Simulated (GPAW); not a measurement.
# Pt (Fm-3m) in GPAW: further runs, part 3 of 3

GPAW 26.7.0.

## 4. Relaxation of cell and atoms, BLYP+D4

Contents of run.py:

```python
from ase import Atoms
from ase.calculators.mixing import SumCalculator
from ase.filters import FrechetCellFilter
from ase.io import write
from ase.optimize import BFGS
from dftd4.ase import DFTD4
from gpaw import GPAW, PW, setup_paths

setup_paths.insert(0, '.')

atoms = Atoms(['Pt'],
              cell=[[0.0, 1.9609, 1.9609],
                    [1.9609, 0.0, 1.9609],
                    [1.9609, 1.9609, 0.0]],
              scaled_positions=[[0.0, 0.0, 0.0]],
              pbc=True)

calc = GPAW(mode=PW(600),
            xc='BLYP',
            kpts={'size': (12, 12, 12), 'gamma': True},
            occupations={'name': 'fermi-dirac', 'width': 0.05},
            nbands=17,
            convergence={'density': 1e-05, 'forces': 0.0001},
            eigensolver='davidson',
            maxiter=150,
            txt='gpaw.txt')
atoms.calc = SumCalculator([calc, DFTD4(method='blyp')])
opt = BFGS(FrechetCellFilter(atoms), trajectory='relax.traj', logfile='-')
done = opt.run(fmax=0.01, steps=60)
calc.write('gs.gpw')
write('result.traj', atoms)
print('Converged:', done)
print('Cell:', atoms.cell.cellpar().round(4))
print('Volume:', round(atoms.get_volume(), 4))
print(atoms.get_scaled_positions().round(5))
```

Potentials or basis: PAW data sets generated in the run's folder for this functional, pw.

The run is started by

```bash
$ gpaw-setup -f BLYP Pt
$ OMP_NUM_THREADS=1 python run.py
```

gpaw.txt:

```text
__  _  _
 | _ |_)|_||  |
 |__||  | ||/\| - 26.7.0

Input parameters:
  mode=PW(ecut=600.0),
  convergence={'density': 1e-05, 'forces': 0.0001},
  eigensolver=Davidson(niter=2),
  kpts=MonkhorstPack(size=(12, 12, 12), gamma=True),
  maxiter=150,
  nbands=17,
  occupations=Occupations(name='fermi-dirac', width=0.05),
  xc=XC(name='BLYP')

Diagonalizing LCAO Hamiltonian
Converting LCAO to pw mode

       Pt

Atoms  # Å, Bohr magnetons
|   | symbol |        x |        y |        z |    initial magnetic moments |
|---|--------|----------|----------|----------|-----------------------------|
| 0 |     Pt | 0.000000 | 0.000000 | 0.000000 | ( 0.0000,  0.0000,  0.0000) |

Unit cell  # Å
| periodic |        x |        y |        z |  lengths |    angles |
|----------|----------|----------|----------|----------|-----------|
|      yes | 0.000000 | 1.960900 | 1.960900 | 2.773131 | 60.000000 |
|      yes | 1.960900 | 0.000000 | 1.960900 | 2.773131 | 60.000000 |
|      yes | 1.960900 | 1.960900 | 0.000000 | 2.773131 | 60.000000 |

Number of symmetries: 48
Symmetry operations  # r_c * U_cc + t_c -> r_c
|    | kind |            matrix            |
|----|------|------------------------------|
|  0 |  σ   |  1, 0, 0,  1, 0,-1,  1,-1, 0 |
|  1 |  C2  |  1, 0, 0,  1,-1, 0,  1, 0,-1 |
|  2 |  E   |  1, 0, 0,  0, 1, 0,  0, 0, 1 |
|  3 |  σ   |  1, 0, 0,  0, 0, 1,  0, 1, 0 |
|  4 |  C4  |  1, 0,-1,  1, 0, 0,  1,-1, 0 |
|  5 |  S6  |  1, 0,-1,  1,-1, 0,  1, 0, 0 |
|  6 |  σ   |  1, 0,-1,  0, 1,-1,  0, 0,-1 |
|  7 |  C3  |  1, 0,-1,  0, 0,-1,  0, 1,-1 |
|  8 |  S6  |  1,-1, 0,  1, 0, 0,  1, 0,-1 |
[... 149 lines left out ...]
SCF iterations
|iter     | |      energy | eigst |  dens |force |
|---------|-|-------------|-------|-------|------|
|iter:   1| |   -5.620375 | +0.07 |       |      |
|iter:   2| |   -5.557458 | -2.03 | -1.28 |      |
|iter:   3| |   -5.287115 | -2.26 | -1.32 |      |
|iter:   4| |   -5.277013 | -3.86 | -2.14 |      |
|iter:   5| |   -5.274772 | -3.70 | -2.55 |      |
|iter:   6| |   -5.274808c| -4.78 | -3.55 |      |
|iter:   7| |   -5.274799c| -5.93 | -3.87 |      |
|iter:   8| |   -5.274799c| -7.48c| -4.49 |      |
|iter:   9| |   -5.274799c| -8.52c| -5.71c|      |
|iter:  10| |   -5.274799c| -9.68c| -6.00c|-22.72c|

Converged in 10 steps
Energy contributions relative to reference atoms: (reference = -500402.477562)

Energy contributions:
  Kinetic:           6.469745
  Coulomb:          -6.815635
  Zero:             -0.609427
  External:          0.000000
  Xc:               -4.311935
  Entropy:          -0.015096
  Spinorbit:         0.000000
  ----------------------------
  Free energy:      -5.282347
  Extrapolated:     -5.274799
[... 28 lines left out ...]
Stress tensor  # eV/Ang^3
|         x |         y |         z |
|-----------|-----------|-----------|
| -0.151303 |  0.000000 |  0.000000 |
|  0.000000 | -0.151303 |  0.000000 |
|  0.000000 |  0.000000 | -0.151303 |

Forces  # eV/Ang
|        x |       y |        z |
|----------|---------|----------|
| -0.00000 | 0.00000 | -0.00000 |  # Pt   0

Interpolating wave functions to new cell

       Pt

Atoms  # Å, Bohr magnetons
|   | symbol |         x |         y |         z |    initial magnetic moments |
|---|--------|-----------|-----------|-----------|-----------------------------|
| 0 |     Pt | -0.000000 | -0.000000 | -0.000000 | ( 0.0000,  0.0000,  0.0000) |

Unit cell  # Å
| periodic |         x |         y |         z |  lengths |    angles |
|----------|-----------|-----------|-----------|----------|-----------|
|      yes | -0.000000 |  1.983762 |  1.983762 | 2.805464 | 60.000000 |
|      yes |  1.983762 | -0.000000 |  1.983762 | 2.805464 | 60.000000 |
|      yes |  1.983762 |  1.983762 | -0.000000 | 2.805464 | 60.000000 |

Number of symmetries: 48
Symmetry operations  # r_c * U_cc + t_c -> r_c
|    | kind |            matrix            |
|----|------|------------------------------|
|  0 |  σ   |  1, 0, 0,  1, 0,-1,  1,-1, 0 |
|  1 |  C2  |  1, 0, 0,  1,-1, 0,  1, 0,-1 |
|  2 |  E   |  1, 0, 0,  0, 1, 0,  0, 0, 1 |
|  3 |  σ   |  1, 0, 0,  0, 0, 1,  0, 1, 0 |
|  4 |  C4  |  1, 0,-1,  1, 0, 0,  1,-1, 0 |
|  5 |  S6  |  1, 0,-1,  1,-1, 0,  1, 0, 0 |
|  6 |  σ   |  1, 0,-1,  0, 1,-1,  0, 0,-1 |
|  7 |  C3  |  1, 0,-1,  0, 0,-1,  0, 1,-1 |
|  8 |  S6  |  1,-1, 0,  1, 0, 0,  1, 0,-1 |
[... 149 lines left out ...]
SCF iterations
|iter     | |      energy | eigst |  dens |force |
|---------|-|-------------|-------|-------|------|
|iter:   1| |   -5.385268 |       |       |      |
|iter:   2| |   -5.373905 | -4.25 | -1.64 |      |
|iter:   3| |   -5.335842 | -3.25 | -1.69 |      |
|iter:   4| |   -5.337139 | -4.42 | -2.58 |      |
|iter:   5| |   -5.337990c| -4.18 | -2.84 |      |
|iter:   6| |   -5.337992c| -6.02 | -3.83 |      |
|iter:   7| |   -5.337993c| -6.97 | -4.05 |      |
|iter:   8| |   -5.337993c| -9.10c| -5.43c|      |
|iter:   9| |   -5.337993c|-10.08c| -5.91c|-24.07c|

Converged in 9 steps
Energy contributions relative to reference atoms: (reference = -500402.477562)

Energy contributions:
  Kinetic:           2.067395
  Coulomb:          -3.011265
  Zero:             -0.600043
  External:          0.000000
  Xc:               -3.786200
  Entropy:          -0.015760
  Spinorbit:         0.000000
  ----------------------------
  Free energy:      -5.345873
  Extrapolated:     -5.337993
[... 28 lines left out ...]
Stress tensor  # eV/Ang^3
|         x |         y |         z |
|-----------|-----------|-----------|
| -0.087920 | -0.000000 | -0.000000 |
| -0.000000 | -0.087920 |  0.000000 |
| -0.000000 |  0.000000 | -0.087920 |

Forces  # eV/Ang
|        x |       y |        z |
|----------|---------|----------|
| -0.00000 | 0.00000 | -0.00000 |  # Pt   0

Interpolating wave functions to new cell

       Pt

Atoms  # Å, Bohr magnetons
|   | symbol |         x |        y |         z |    initial magnetic moments |
|---|--------|-----------|----------|-----------|-----------------------------|
| 0 |     Pt | -0.000000 | 0.000000 | -0.000000 | ( 0.0000,  0.0000,  0.0000) |

Unit cell  # Å
| periodic |         x |         y |        z |  lengths |    angles |
|----------|-----------|-----------|----------|----------|-----------|
|      yes | -0.000000 |  1.982459 | 1.982459 | 2.803620 | 60.000000 |
|      yes |  1.982459 | -0.000000 | 1.982459 | 2.803620 | 60.000000 |
|      yes |  1.982459 |  1.982459 | 0.000000 | 2.803620 | 60.000000 |

Number of symmetries: 48
Symmetry operations  # r_c * U_cc + t_c -> r_c
|    | kind |            matrix            |
|----|------|------------------------------|
|  0 |  σ   |  1, 0, 0,  1, 0,-1,  1,-1, 0 |
|  1 |  C2  |  1, 0, 0,  1,-1, 0,  1, 0,-1 |
|  2 |  E   |  1, 0, 0,  0, 1, 0,  0, 0, 1 |
|  3 |  σ   |  1, 0, 0,  0, 0, 1,  0, 1, 0 |
|  4 |  C4  |  1, 0,-1,  1, 0, 0,  1,-1, 0 |
|  5 |  S6  |  1, 0,-1,  1,-1, 0,  1, 0, 0 |
|  6 |  σ   |  1, 0,-1,  0, 1,-1,  0, 0,-1 |
|  7 |  C3  |  1, 0,-1,  0, 0,-1,  0, 1,-1 |
|  8 |  S6  |  1,-1, 0,  1, 0, 0,  1, 0,-1 |
[... 149 lines left out ...]
SCF iterations
|iter     | |      energy | eigst |  dens |force |
|---------|-|-------------|-------|-------|------|
|iter:   1| |   -5.335398 |       |       |      |
|iter:   2| |   -5.335358 | -6.72 | -2.87 |      |
|iter:   3| |   -5.335227c| -5.71 | -2.92 |      |
|iter:   4| |   -5.335232c| -6.88 | -3.81 |      |
|iter:   5| |   -5.335236c| -6.63 | -4.07 |      |
|iter:   6| |   -5.335236c| -8.47c| -5.05c|      |
|iter:   7| |   -5.335236c| -9.40c| -5.27c|-23.85c|

Converged in 7 steps
Energy contributions relative to reference atoms: (reference = -500402.477562)

Energy contributions:
  Kinetic:           2.299642
  Coulomb:          -3.212022
  Zero:             -0.600542
  External:          0.000000
  Xc:               -3.814451
  Entropy:          -0.015726
  Spinorbit:         0.000000
  ----------------------------
  Free energy:      -5.343098
  Extrapolated:     -5.335236
[... 28 lines left out ...]
Stress tensor  # eV/Ang^3
|         x |         y |         z |
|-----------|-----------|-----------|
| -0.091210 | -0.000000 | -0.000000 |
| -0.000000 | -0.091210 | -0.000000 |
| -0.000000 | -0.000000 | -0.091210 |

Forces  # eV/Ang
|        x |       y |       z |
|----------|---------|---------|
| -0.00000 | 0.00000 | 0.00000 |  # Pt   0

# Writing to gs.gpw (mode='')
```

It took 32 s on 1 thread of Arm Neoverse V1, shared host; peak memory 0.17 GiB.

Results:

* Free energy: -6.7900 eV
* Relaxed volume: 15.58 Å³/atom
* Relaxed cell: a = 2.804 Å, b = 2.804 Å, c = 2.804 Å, α = 60.00°, β = 60.00°, γ = 60.00°
* Space group after relaxing (to 0.05 Å): Fm-3m (No. 225)
* Energy gained by relaxing: 13.0 meV/atom
* Ionic steps: 3
* Pressure after relaxing: 0.0 GPa
* Band gap on the k mesh: none (metal or under the smearing width)
* Dispersion energy per atom: -1.447 eV

The path:
| step | energy change (eV) | largest force (eV/Å) | pressure (GPa) | volume (Å³) |
| --- | --- | --- | --- | --- |
| 1 | 0.0000 | 0.0000 | 8.62 | 15.08 |
| 2 | -0.0129 | 0.0000 | -0.50 | 15.61 |
| 3 | -0.0130 | 0.0000 | -0.03 | 15.58 |

Final structure:
```
Pt
1.0
     0.00000    1.98246    1.98246
     1.98246    0.00000    1.98246
     1.98246    1.98246    0.00000
Pt
1
Direct
  0.00000 0.00000 0.00000
```

Levels at points of the mesh, in eV from the Fermi level:
| k point | band 6 | band 7 | band 8 | band 9 | band 10 | band 11 |
| --- | --- | --- | --- | --- | --- | --- |
| (0.00, 0.00, 0.00) | -3.57 | -3.57 | -1.57 | -1.57 | 15.47 | 20.18 |
| (0.50, 0.50, 0.00) | -0.03 | 0.44 | 0.44 | 2.12 | 8.60 | 11.58 |
| (0.50, 0.50, 0.50) | -3.62 | -0.02 | 0.01 | 0.01 | 5.65 | 14.97 |

Caveat: later steps reuse the first step's grids; pairwise dispersion overbinds metals, which lowers pressure and volume. Zero-point motion and thermal expansion aren't in these numbers.

## 5. Summary

| level | potentials or basis | cell | optimizer | fmax | max steps | target pressure | eigensolver | gap on the mesh (eV) | pressure (GPa) |
| --- | --- | --- | --- | --- | --- | --- | --- | --- | --- |
| revPBE+D4 | the program's PAW data sets (release 1.2.1) made for this functional, pw | relaxed to -1 GPa | FIRE | 0.01 eV/Å | 60 | -1 GPa | - | none | -1.0 |
| BLYP+D3(BJ) | PAW data sets generated in the run's folder for this functional, pw | relaxed to 10 GPa | BFGS | 0.02 eV/Å | 100 | 10 GPa | davidson | none | 10.0 |
| BLYP+D4 | PAW data sets generated in the run's folder for this functional, pw | relaxed | BFGS | 0.01 eV/Å | 60 | - | davidson | none | 0.0 |

Alike in all rows: task relaxation of cell and atoms; no spin polarisation; k mesh 12 × 12 × 12; cutoff (eV) 600; smearing fermi-dirac 0.05 eV.

Caveats: later steps reuse the first step's grids; pairwise dispersion overbinds metals, which lowers pressure and volume.

Absolute energies hang on the potentials; compare differences alone.
